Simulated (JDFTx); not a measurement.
The system is ZrC.

```
CELL_PARAMETERS angstrom
0.00000 2.36500 2.36500
2.36500 0.00000 2.36500
2.36500 2.36500 0.00000
ATOMIC_POSITIONS crystal
Zr 0.50000 0.50000 0.50000
C 0.00000 0.00000 0.00000
```

- Program: JDFTx 1.7.0 (patched build)
- Task: single point
- Functional: PBEsol
- Potentials or basis: PseudoDojo-SR-PBEsol-0.4.1-standard with smoothed tails
- Cutoff: 1116 eV
- Density cutoff: 8925 eV
- k mesh: 10 × 10 × 10
- Occupations: fermi-dirac, width 0.05 eV
- Spin: no spin polarisation

On this cell: pressure -8.3 GPa; largest force zero by symmetry; band gap on the k mesh none (metal or under the smearing width).

The same run follows on a disturbed copy (atoms moved at random, drawn with an rms of 0.05 Å):

```xyz
2
Lattice="0.0000 2.3650 2.3650 2.3650 0.0000 2.3650 2.3650 2.3650 0.0000" Properties=species:S:1:pos:R:3 pbc="T T T"
Zr    2.3705    2.3569    2.3320
C     0.0399    0.0252   -0.0370
```

Q: What does the disturbed cell give?

A: The energy (extrapolated to zero smearing) moves by +3.9 meV/atom; pressure -8.1 GPa; largest force 0.313 eV/Å; band gap on the k mesh none (metal or under the smearing width).

Forces on the atoms (eV/Å):
```
Zr   0.224  0.217 -0.027
C   -0.223 -0.217  0.027
```

Stress tensor (GPa, compression positive):
```
-8.03 -0.14  0.02
-0.14 -8.04  0.02
 0.02  0.02 -8.29
```
